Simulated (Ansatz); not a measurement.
**P: axial (c/a) deformation path**

The calculation used DFT PBE+D3(BJ), scalar-relativistic, plane waves, PAW (Ansatz 0.2.0). Cutoff 420 eV, Γ-centred 16×16×12 k-points, Gaussian smearing of 0.15 eV. No spin polarisation. Energies are free energies at this smearing, counted from the undisturbed cell; pressure is positive in compression.

The undisturbed cell (relaxed at this level):

```
CELL_PARAMETERS angstrom
1.66126 -5.09576 0.00000
1.66126 5.09576 0.00000
0.00000 0.00000 4.16686
ATOMIC_POSITIONS crystal
P 0.10638 0.89362 0.92810
P 0.60638 0.39362 0.57190
P 0.89362 0.10638 0.07190
P 0.39362 0.60638 0.42810
```

At fixed volume and fractional coordinates, lengths along (0.000, 0.000, 1.000) are scaled against those across it; ρ is that ratio over its starting value. The cell is metallic on the mesh throughout.

```tsv
ρ	ΔE (meV/atom)
0.850	82.1
0.920	22.9
0.960	5.6
1.000	0.0
1.100	35.4
1.200	137.9
```

(1) Predict the pressure (GPa) at each point.

Results:

(1)
```
    ρ  pressure (GPa)
0.850            -1.4
0.920            -0.8
0.960            -0.4
1.000             0.0
1.100             0.8
1.200             1.5
```

Cost: 6 runs of about 1.6 core-minutes in all, on Intel Xeon 6975P-C (Granite Rapids) (shared hosts).